## A crystal pushed along one of its own vibrations

In rutile TiO₂ each cell holds two titanium atoms. In the vibration studied here they move in opposite directions along the c axis, and the oxygen atoms move about an eighth as far. The opposed motions leave the cell without a dipole, so this is not rutile's well-known polar soft mode. The pattern was frozen into every cell at a chosen amplitude x, the displacement of the titanium atoms, and the energy was computed with PBE+U. The cell edges stayed fixed.

Rutile TiO₂ (6-atom cell, a = 4.640, c = 3.006 Å) with one vibrational mode frozen in at fixed cell, computed with Ansatz 0.2.0 (plane-wave PAW, PBE+U with an effective U of 4 eV on Ti d, 420 eV cutoff, 6×6×10 k mesh). Energies are relative to the undisturbed cell, the force is minus the slope of energy against amplitude, and pressure is positive in compression.

| amplitude (Å of the largest displacement) | energy change (meV a cell) | force along mode (eV/Å) | pressure (GPa) | gap on mesh (eV) |
| --- | --- | --- | --- | --- |
| -0.12 | 48.1 | 0.888 | 1.41 | 2.419 |
| -0.06 | 11.0 | 0.379 | 0.34 | 2.302 |
| 0 | 0.0 | 0.000 | -0.01 | 2.263 |
| 0.015 | 0.7 | -0.089 | 0.01 | 2.266 |
| 0.03 | 2.7 | -0.181 | 0.08 | 2.273 |
| 0.045 | 6.1 | -0.277 | 0.19 | 2.285 |
| 0.075 | 17.5 | -0.489 | 0.54 | 2.325 |
| 0.09 | 25.7 | -0.609 | 0.78 | 2.351 |
| 0.105 | 35.9 | -0.742 | 1.07 | 2.383 |

The questions below follow three rows closely: 0.015, −0.06 and −0.12 Å.

### 1. Does the undisturbed crystal resist this displacement, and what would a row at +0.12 Å show?

It resists. Every displaced row lies higher in energy than the row at zero, and the force always has the sign opposite to the amplitude, so it pushes the atoms back. The curve has one well, with its bottom at the undisturbed structure.

A row at +0.12 Å would repeat the one at −0.12 Å, apart from the sign of the force. Reflecting the crystal in a plane perpendicular to c leaves the undisturbed structure as it was but turns x into −x. The energy can therefore contain x² and x⁴, but not x or x³. A motion that no symmetry operation reverses, such as all oxygen atoms moving towards their in-plane titanium neighbours, may have a lopsided curve.

### 2. Why does doubling the amplitude more than quadruple the energy?

An ideal spring would give a factor of four. From −0.06 to −0.12 Å the energy grows from 11.0 to 48.1 meV, a factor of 4.4. The next term that symmetry allows is therefore present and positive:

E = ½kx² + qx⁴, force = −(kx + 4qx³)

A least-squares fit of the second formula to the forces of all nine rows gives k = 5.952 eV/Å² and q = 25.2 eV/Å⁴. At 0.12 Å the spring term is ½ · 5.952 · 0.12² = 0.0429 eV and the quartic term is 25.2 · 0.12⁴ = 0.0052 eV. Their sum, 48.1 meV, is the value in the table. The force of this row was part of the fit but its energy was not. Since force is the slope of energy, the agreement shows only that no higher power is needed up to this amplitude.

A bead held between two equal springs, each fixed to a wall, shows how such a term can arise. When the bead moves, one spring is squeezed and the other stretched. If squeezing stiffens a spring more than stretching softens it, the lopsided parts cancel and a net stiffening remains. In rutile, a titanium atom moving along c likewise approaches two of its oxygen neighbours and leaves two others, and the shortest Ti–O distance falls from 1.97 to 1.89 Å. The picture is limited, because real bonds lie at a slant to c and do not act independently.

### 3. Which row is best for finding the stiffness, and which column?

A small amplitude keeps the quartic term out, but it also leaves few digits in the energy. At 0.015 Å the energy is printed as 0.7 meV, so rounding alone leaves it uncertain by 7 %. The force in the same row, −0.089 eV/Å, is uncertain by only 0.6 %. The reason is that energy shrinks as the square of the amplitude, while force shrinks only in proportion to it.

At 0.12 Å both columns have digits enough, but the force divided by the amplitude is 24 % above k. The quartic term adds only half as much, 12 %, to the spring energy, because taking the slope multiplies x⁴ by four and x² by two. The best single choice for the stiffness is thus the force at 0.015 Å: 0.089/0.015 gives 5.93 eV/Å², close to the fitted k. The force is also the better column for q, which shows at large amplitudes.

### 4. What would change if the metal atoms were twice as heavy?

For the same displacements nothing in the table would change, because these are energies of atoms at rest. (The pattern of the vibration itself depends somewhat on the masses, so a new scan along the new mode would differ a little.) The vibration would slow down, since its wavenumber goes as the square root of stiffness over moving mass. That mass is almost entirely titanium: two atoms of 47.9 atomic mass units, plus a contribution of about one unit from the oxygen.

With the fitted k this gives 129 cm⁻¹, and a separate vibrational calculation gave 130 cm⁻¹. Doubling the metal mass, with stiffness and pattern unchanged, would lower it to about 92 cm⁻¹. A different element would also bring different bonds, and hence a different k, which this table cannot supply.

### 5. Why do the pressure and the gap follow the square of the amplitude so well?

Between −0.06 and −0.12 Å the rise in pressure grows from 0.35 to 1.42 GPa, and the widening of the gap from 0.039 to 0.156 eV. Both grow by a factor of about four. The reflection of question 1 explains this: neither quantity can depend on the sign of x, and since both change smoothly, each begins with x². For these two the next term is hardly visible.

Symmetry does not say whether the gap should widen or narrow. A plausible cause of the widening is that the displacement mixes filled oxygen p states more strongly with empty titanium d states, which pushes the two sets apart. No orbital data are at hand to test this. The gap itself, 2.26 eV at zero amplitude, lies well below the measured one of roughly 3 eV (a recalled value), so its last digits describe the change along the scan and not the real material.

### 6. What would a slightly larger cell do to the vibration?

The pressure column holds the answer, although only one volume was computed. A positive pressure means that the displaced crystal would lower its energy by expanding. Since the pressure rises as x², that gain belongs to the spring term and must come from a smaller k.

Let the wavenumber fall by g per cent when the volume V grows by one per cent. Then k falls by 2g per cent, because it goes as the square of the wavenumber. The displacement itself stretches with the cell by a third of a per cent, which raises x² by two thirds. Since pressure is the energy gained per unit of added volume, the spring energy ½kx² gives

P = (kx²/V)(g − ⅓)

At 0.12 Å, kx² is 0.0857 eV. The pressure rise of 1.42 GPa times the cell volume of 64.7 Å³ is 0.57 eV. The ratio is 6.7, so g is about 7.

One per cent more volume thus lowers the wavenumber by about 7 %, or 9 cm⁻¹. That far exceeds the difference between the two values in question 4, which is less than 1 cm⁻¹ before rounding. For anyone who compares this vibration with a measurement, the cell volume matters more than further digits in the forces. The relaxed cell used here is itself a few per cent larger in volume than the measured one (a recalled comparison), so by this estimate its wavenumber is clearly lower than the same method would give at the measured volume. The estimate assumes that all edges grow in proportion and that the oxygen atoms keep their relative places in the cell.

### 7. Is the stiffening at large amplitude a property of the crystal, or of the way it was held?

Probably both. In the bead picture the walls were rigid. Here the cell edges could not move, and the oxygen atoms had to stay on the prescribed pattern. Both constraints were under load: at −0.12 Å there is the pressure, and there are also forces on the oxygen atoms perpendicular to c, about four times those at −0.06 Å.

These loads grow as x². A spring that yields to a load releases an energy proportional to the square of that load, here x⁴. Letting the cell and the oxygen atoms yield to these loads would therefore leave k alone and reduce q.

How much it would reduce q can only be estimated roughly. With recalled stiffnesses for the cell (a bulk modulus near 200 GPa) and for the oxygen motion (a vibration near 600 cm⁻¹), each adjustment releases an energy of the order of a meV at 0.12 Å. The whole quartic term there is 5 meV, so the constraints may account for a good part of it. The fitted q belongs to this frozen pattern in a fixed cell, and a calculation that relaxes both at each amplitude would be needed to find the value for the free crystal.
